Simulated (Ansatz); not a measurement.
# SiRu: the cost of one run

All numbers are computed with Ansatz 0.2.0 through its Python package. Level of theory: DFT PBE, plane waves, norm-conserving potentials.

## (1) The system

The structure is cubic, space group P2_13 (No. 198). Conventional cell: a = 4.709 Å, b = 4.709 Å, c = 4.709 Å, α = 90.00°, β = 90.00°, γ = 90.00°. Around Si (site symmetry 3) lie 7 Ru at 2.38 to 2.70 Å. Ru (site symmetry 3) is surrounded by 7 Si at 2.38 to 2.70 Å.

No structure file is read: the coordinates are typed or built in the script.

## (2) The script

File siru_robust.py:

```python
"""Fall back on smearing if SiRu turns out to have no gap."""

import warnings

import ansatz as az


def main() -> None:
    system = (
        az.Lattice.cubic(4.708595)
        .space_group(198)
        .atom("Si", (0.162422, 0.337578, 0.662422))
        .atom("Ru", (0.870594, 0.629406, 0.370594))
    )

    calculation = (
        system.calculation()
        .scf(tolerance=1e-06, max_iterations=60, algorithm="density_mixing")
        .pseudopotentials("nc")
        .functional("pbe")
        .accuracy("low")
        .kpoints(spacing=0.38)
    )

    warnings.simplefilter("ignore")
    report = None
    try:
        out = calculation.occupations("fixed").scf(max_iterations=60).band_table().run(threads=1)
        kinds = {n["data"]["kind"] for n in out.notices if n["data"].get("severity") != "audit"}
        print("fixed occupations: gap by band count", round(out.report["gap_by_band_count_ev"], 3), "eV, notices", sorted(kinds))
        if out.report["gap_by_band_count_ev"] > 0.1:
            report = out.report
    except az.AnsatzError as error:
        print(type(error).__name__, "under fixed occupations:", str(error)[:140])
    if report is None:
        report = calculation.occupations("cold", width=0.1).run(threads=1).report
        print("smeared: TS =", round(report["entropy_ts_ev"], 5), "eV")
    print(f"F = {report['free_energy_ev']:.5f} eV")


if __name__ == "__main__":
    main()
```

## (3) The calls as engine input

The engine receives this input:

```yaml
crystal:
  lattice:
    bravais: cubic
    a: 4.708595
  space_group: 198
  atoms:
    - { symbol: Si, position: [0.162422, 0.337578, 0.662422] }
    - { symbol: Ru, position: [0.870594, 0.629406, 0.370594] }
accuracy: low
kpoints:
  mp_grid:
    kspacing: 0.38
hamiltonian:
  xc: pbe
  pseudopotentials:
    kind: nc
scf:
  max_iter: 60
  algorithm: density_mixing
  convergence:
    dr2_threshold: 1.0e-06
  occupations:
    method: fixed
output:
  eigenvalues: true
```

## (4) Running it

Run with:

```sh
> python siru_robust.py
```

**Question.** How long does this script take on 1 thread of Arm Neoverse V1, shared host, and how much memory does it need?

About 14 s, with a peak of 0.47 GiB.
